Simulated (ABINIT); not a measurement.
Crystal: AlN.

```
CELL_PARAMETERS angstrom
3.11300 0.00000 0.00000
-1.55650 2.69594 0.00000
0.00000 0.00000 4.98100
ATOMIC_POSITIONS crystal
Al 0.66667 0.33333 0.50000
Al 0.33333 0.66667 0.00000
N 0.66667 0.33333 0.88000
N 0.33333 0.66667 0.38000
```

* Program: ABINIT 10.8.3 (patched build)
* Task: relaxation of cell and atoms
* Functional: PBE
* Potentials or basis: JTH PAW PBE v2.0
* Cutoff: 707 eV
* k mesh: 8 × 8 × 5
* Occupations: fermi-dirac, width 0.05 eV
* Spin: no spin polarisation

At the start: pressure 4.3 GPa; volume 10.45 Å³/atom.

Question: How do energy, volume and symmetry change on relaxing?

Answer: Over 5 steps the energy falls by 3.1 meV/atom and the volume is 10.68 Å³/atom (+2.2 %); space group P6_3mc (No. 186, to 0.05 Å).

Step by step:
```
step  energy change (eV)  largest force (eV/Å)  pressure (GPa)  volume (Å³)
   1              0.0000                0.1307            4.30        41.80
   2             -0.0042                0.0733            3.65        41.93
   3             -0.0113                0.0805            1.05        42.46
   4             -0.0121                0.0719            0.51        42.58
   5             -0.0125                0.0264           -0.05        42.70
```

Final structure:
```
Al N
1.0
     3.13390    0.00000    0.00000
    -1.56695    2.71404    0.00000
     0.00000    0.00000    5.02070
Al N
2 2
Direct
  0.66667 0.33333 0.49898
  0.33333 0.66667 0.99898
  0.66667 0.33333 0.88102
  0.33333 0.66667 0.38102
```

Caveat: the log and the count of SCF iterations are those of the last ABINIT call alone.
